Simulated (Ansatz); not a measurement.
Level of theory: DFT PBE, scalar-relativistic, plane waves, PAW in Ansatz 0.2.0. All cells share a 420 eV cutoff and Γ-centred k meshes spaced at most about 0.3 Å⁻¹ (about 0.25 or finer for metals, 2π included). No spin polarisation.

Each guess is relaxed in cell and atoms at zero pressure, on a coarse mesh first where it starts far from rest and then on a converged one. The steps can't lower the symmetry of the start, but it can rise. Energies are static (0 K, no zero-point motion).

Two unrelaxed guesses for CdS₅:

A.

```xyz
6
Lattice="6.1733 0.0000 0.0000 -3.0866 5.3462 0.0000 0.0000 0.0000 4.4322" Properties=species:S:1:pos:R:3 pbc="T T T"
Cd    0.0000    0.0000    0.0000
S     3.0866    0.0000    2.2161
S    -1.5433    2.6731    2.2161
S     1.5433    2.6731    2.2161
S     0.0000    3.5642    2.2161
S     3.0867    1.7821    2.2161
```

B.

```xyz
6
Lattice="0.0000 4.0584 4.0584 4.0584 0.0000 4.0584 4.0584 4.0584 0.0000" Properties=species:S:1:pos:R:3 pbc="T T T"
Cd    0.0000    0.0000    0.0000
S     2.0292    2.0292    2.0292
S     5.0655    3.0513    3.0513
S     5.0655    5.0655    5.0655
S     3.0513    3.0513    5.0655
S     3.0513    5.0655    3.0513
```

Question: Do they relax into the same structure? If not, which is lower?

Answer: No. A ends lower, by 0.49 eV/atom. A: P6/mmm at 24.4 Å³/atom → P6/mmm at 25.0 Å³/atom; B: F-43m at 22.3 Å³/atom → F-43m at 18.4 Å³/atom. Counting S atoms around Cd (those within 1.25 times the shortest such distance or 1.15 times the sum of covalent radii, 1.27 where that leaves under three; a plus sign parts nearer from farther groups; the shortest distance is added where it exceeds 1.18 times the sum of covalent radii), the end of A has Cd 12+12 from 4.3 Å and the end of B has Cd 16 from 3.2 Å. The end of A holds S–S nets (shortest 2.34 Å); in the end of B the shortest S–S distance is 2.46 Å, near bonding range too. End of A. Conventional cell: a = 8.099 Å, c = 2.645 Å. Around Cd lie 2 Cd at 2.65 Å; around S on a site of symmetry mmm lie 2 S at 2.34 Å and 2 S at 2.65 Å; S on a site of symmetry -6m2 is surrounded by 3 S at 2.34 Å and 2 S at 2.65 Å. End of B. Conventional cell: a = 7.617 Å. Cd has 16 S at 3.18–3.30 Å; S on a site of symmetry -43m is surrounded by 12 S at 3.14 Å and 4 Cd at 3.30 Å; around S on a site of symmetry 3m lie 3 S at 2.46 Å, 3 S at 2.92 Å, 3 S at 3.14 Å and 3 Cd at 3.18 Å.

Ends held by symmetry can be saddle points. Neither end is the lowest form computed: that has space group P1 (No. 1) and lies 0.54 eV/atom below the better end. Even the lowest of the cells shown lies +0.44 eV/atom against the elements. Some types were kept out of the candidates beforehand, so the set may lack a known form.
